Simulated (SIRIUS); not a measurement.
## SiC (Moissanite): equation of state with PBE

The system is SiC (Moissanite).

```
CELL_PARAMETERS angstrom
3.07600 0.00000 0.00000
-1.53800 2.66389 0.00000
0.00000 0.00000 5.04800
ATOMIC_POSITIONS crystal
Si 0.66667 0.33333 0.50000
Si 0.33333 0.66667 0.00000
C 0.66667 0.33333 0.88500
C 0.33333 0.66667 0.38500
```

- Program: SIRIUS 7.12.0
- Task: equation of state
- Functional: PBE
- Potentials or basis: PseudoDojo 0.4.1 PBE standard (scalar relativistic)
- Cutoff: 1127 eV
- Density cutoff: 4507 eV
- k mesh: 10 × 10 × 5
- Occupations: fermi-dirac, width 0.05 eV
- Spin: no spin polarisation
- Libxc names: ["XC_GGA_X_PBE", "XC_GGA_C_PBE"]

| Item | Value |
| --- | --- |
| Equilibrium volume | 10.52 Å³/atom |
| Bulk modulus at fixed shape and positions | 212 GPa |
| Pressure derivative of the bulk modulus | 3.9 |

Energy against volume, from the lowest point:
| volume (Å³/atom) | energy (meV/atom) |
| --- | --- |
| 9.721 | 45.46 |
| 9.927 | 24.09 |
| 10.134 | 9.81 |
| 10.341 | 1.98 |
| 10.548 | 0.00 |
| 10.755 | 3.33 |
| 10.961 | 11.49 |

All runs of the series together: 6.3 min on 1 thread of Intel(R) Xeon(R) Platinum 8259CL CPU @ 2.50GHz (Skylake/Cascade Lake), with other jobs on the host.

Caveat: the cell was scaled at fixed shape and fractional positions, which overstates the stiffness of a crystal with free parameters, most of all of layers and chains.
